**Question**

The table lists energy levels of gallium arsenide from a semilocal density functional, without spin–orbit coupling. Points a, b and c are the fractions of the three reciprocal cell vectors that make up the wave vector. Γ is (0, 0, 0), L is (0.5, 0, 0) and X is (0.5, 0.5, 0); the second row lies a third of the way from Γ to L. "Level over 1" is the lowest empty level, and "level under 4" is the deepest filled level listed.

ABINIT 10.8.3 calculation of GaAs (space group F-43m, two-atom cell, fixed geometry) with PBEsol, no spin polarisation or spin–orbit coupling, and PseudoDojo v0.4 stringent scalar-relativistic norm-conserving pseudopotentials. Plane-wave cutoff 1442.2 eV, 6×6×6 k mesh, Fermi–Dirac smearing 0.05 eV. Levels are counted from the valence top.

| point a (reciprocal cell vector) | point b (reciprocal cell vector) | point c (reciprocal cell vector) | level under 4 (eV) | level under 3 (eV) | level under 2 (eV) | level under 1 (eV) | level over 1 (eV) | level over 2 (eV) |
| --- | --- | --- | --- | --- | --- | --- | --- | --- |
| 0.0000 | 0.0000 | 0.0000 | -12.752 | 0.000 | 0.000 | 0.000 | 0.443 | 3.698 |
| 0.1667 | 0.0000 | 0.0000 | -12.431 | -2.739 | -0.383 | -0.383 | 1.576 | 4.247 |
| 0.5000 | 0.0000 | 0.0000 | -10.979 | -6.674 | -1.146 | -1.146 | 0.927 | 4.592 |
| -0.1667 | 0.1667 | 0.0000 | -11.932 | -4.143 | -2.117 | -0.529 | 2.541 | 4.420 |
| -0.3333 | 0.3333 | 0.0000 | -10.429 | -6.479 | -4.009 | -1.967 | 2.158 | 5.822 |
| 0.5000 | 0.5000 | 0.0000 | -10.239 | -6.842 | -2.694 | -2.694 | 1.353 | 1.579 |
| -0.3333 | 0.5000 | 0.1667 | -10.195 | -6.704 | -3.375 | -3.234 | 3.185 | 3.398 |

Why is the lowest empty level lowest at Γ, and why is it higher a third of the way to L than at L itself? Judge three proposals:

- A. An electron in this level gains kinetic energy like a free electron.
- B. The level is the antibonding partner of the deepest listed level, both built from one s orbital on Ga and one on As.
- C. The level is s-like at Γ, but away from Γ it mixes with filled p levels, which push it up.

**Model answer**

*Proposal A has the wrong shape.* On the short step from Γ towards L, a free electron would gain 0.39 eV, while the computed level rises by 1.13 eV. At L the free electron would have gained 3.5 eV, but the computed level stands only 0.48 eV above Γ. The real rise is thus too steep at first and far too small later. Giving the electron a smaller mass would mend the first comparison and worsen the second.

*Proposal B is tempting because half of it works.* Each atom has four neighbours, whose s orbitals act together at Γ and partly or fully cancel elsewhere. Stretching a hydrogen molecule has a similar effect: as the coupling weakens, the bonding level rises and the antibonding level falls. In the crystal, however, the wave's phases weaken the coupling while the atoms stay put, and the two s energies differ. The two levels are

$$E_\pm = M \pm \sqrt{D^2 + V^2|g|^2}.$$

Here $M$ is the mean of the two s energies, $D$ half their difference, $V$ the full coupling, and $|g|$ the fraction of it that survives.

Both Γ levels and the deepest level at X fix the three constants; L takes no part. At Γ $|g|=1$ and at X $|g|=0$, while at L one neighbour of the four has its sign reversed, so $|g|=(3-1)/4=1/2$. In eV, the steps are

$$M=\frac{-12.752+0.443}{2}\approx-6.15,\qquad D=M+10.239\approx4.08,$$

$$V^2=\left(\frac{0.443+12.752}{2}\right)^2-D^2\approx26.8,$$

$$E_\pm(\mathrm{L})=-6.15\pm\sqrt{4.08^2+26.8/4}\approx-1.3\ \text{and}\ -11.0.$$

The lower result agrees with the computed level at L to the digits shown. The upper one lies more than 2 eV below the computed 0.93 eV. Proposal B makes Γ the highest point of the empty band, whereas the calculation makes it the lowest of the seven points. Something must lift the empty level away from Γ by more than the weakening s–s coupling lowers it.

*Proposal C supplies that lift.* At Γ the four neighbours' s orbitals surround a p orbital with equal phases, and their overlaps with its positive and negative lobes cancel. Away from Γ the phases differ, the cancellation fails, and s and p levels repel each other. The filled p levels lie just below the empty s level, so even a weak coupling pushes it up strongly. This explains the steep start.

The filled levels fit this picture. Three of them meet at the valence top at Γ. On the short step towards L one drops by 2.7 eV, while the other two drop by only 0.4 eV. By symmetry, only the p combination pointing along the wave vector can mix with s here, and that is the one that drops furthest. Direct coupling between p orbitals also lowers it, so the whole drop cannot be credited to s–p repulsion.

*The hump comes from two changes with different timing.* On the short step, the antibonding level of proposal B falls by 0.4 eV, while the computed level moves 1.5 eV above it. From there to L, that antibonding level falls by another 1.4 eV, but its distance from the computed level grows by only 0.7 eV. The lift comes early and the loss of antibonding energy comes late, so the level first rises and then falls. This division is bookkeeping: the lift is the net effect of everything beyond two s orbitals. Repulsion from the filled p levels explains its early start. Why it grows so little later is not settled by these numbers; higher empty orbitals that push the level down probably play a part.

For a transistor channel, the steep valley at Γ means light, fast electrons. Once a field has heated them enough to reach the L valley, they can transfer there and become heavier. The calculation puts that valley 0.48 eV above Γ, against roughly 0.3 eV in measurements (a recalled value). The order of the valleys is useful here, but the computed spacing would overstate the margin before transfer.

**Remarks on the reasoning**

*Proposal C supplies a lift, but a simple s and p basis misplaces the empty pair at X.* Suppose that each atom has only s and p orbitals, that it couples only to its nearest neighbours, and that the overlap of orbitals on different atoms can be neglected. Mixing then leaves the sum of the levels involved unchanged. By the usual symmetry assignment, two s and two p levels at Γ correspond to two filled and two empty levels at X. With the filled levels taken from the table, the mean of the empty pair at X should be, in eV,

$$\frac{(-12.752+0.443+0.000+3.698)-(-10.239-6.842)}{2}\approx4.2.$$

The computed mean is $(1.353+1.579)/2\approx1.5$ eV. The sum rule speaks only of this mean, not of the lowest level alone. In the simple basis the mean rises from about 2.1 eV at Γ, whereas in the calculation it falls, and at X the two differ by 2.8 eV. A likely cause is that still higher orbitals, such as empty d and the next s, push these levels back down. Coupling to farther neighbours and the neglected overlap may contribute too, and these numbers do not separate the causes.

*A good match for one level does not establish its composition.* Proposal B follows the deepest listed level within 0.15 eV at every point, across a spread of about 2.6 eV. Its constants can absorb some p mixing, so this success does not show that the level is purely s. The sharper test is the partner level that the same constants predict, and there the model fails. The printed analysis after this text gives the comparison point by point.

*The steepness depends on the gap.* Repulsion is strongest when levels lie close together, so a smaller gap at Γ makes a sharper valley and a lighter electron. The calculated gap of 0.44 eV is far below the measured one, roughly 1.5 eV as recalled, which is a familiar failing of semilocal functionals. The electron mass read from this valley would therefore tend to come out too small.

The analysis program printed:

```
Two-s-orbital model against the computed levels in eV:
      row  phase factor squared  deepest computed  deepest model  model less computed  empty computed  empty model  empty computed less model
      0.0                     1            -12.75         -12.75                    0           0.443        0.443                  3.886e-16
   0.1667                0.8124            -12.43         -12.36              0.07231           1.576      0.04969                      1.526
      0.5                  0.25            -10.98         -10.99             -0.01225           0.927       -1.318                      2.245
  -0.1667                0.5624            -11.93         -11.79               0.1402           2.541      -0.5172                      3.058
  -0.3333               0.06255            -10.43         -10.44              -0.0106           2.158       -1.869                      4.027
      0.5             3.749e-33            -10.24         -10.24                    0           1.353        -2.07                      3.423
  -0.3333             6.933e-33             -10.2         -10.24               -0.044           3.185        -2.07                      5.255
Largest miss of the two-s model for the deepest listed band, eV: 0.1402
Rise of lowest empty level from Gamma to the point a third of the way to L, eV: 1.133
Free-electron rise over the same step, eV: 0.3922
Computed rise over free-electron rise for that step, ratio: 2.888
Rise of lowest empty level from Gamma to L, eV: 0.484
Free-electron rise from Gamma to L, eV: 3.529
Rise of lowest empty level from Gamma to X, eV: 0.91
Free-electron rise from Gamma to X, eV: 4.705
Two-s model change of empty level from Gamma to the short step, eV: -0.3933
Two-s model change of empty level from Gamma to L, eV: -1.761
Two-s model change of empty level from Gamma to X, eV: -2.513
Mean of the two empty X levels predicted by the s+p sum rule, eV: 4.235
Mean of the two empty X levels computed, eV: 1.466
Overshoot of the s+p sum rule for that mean, eV: 2.769
```
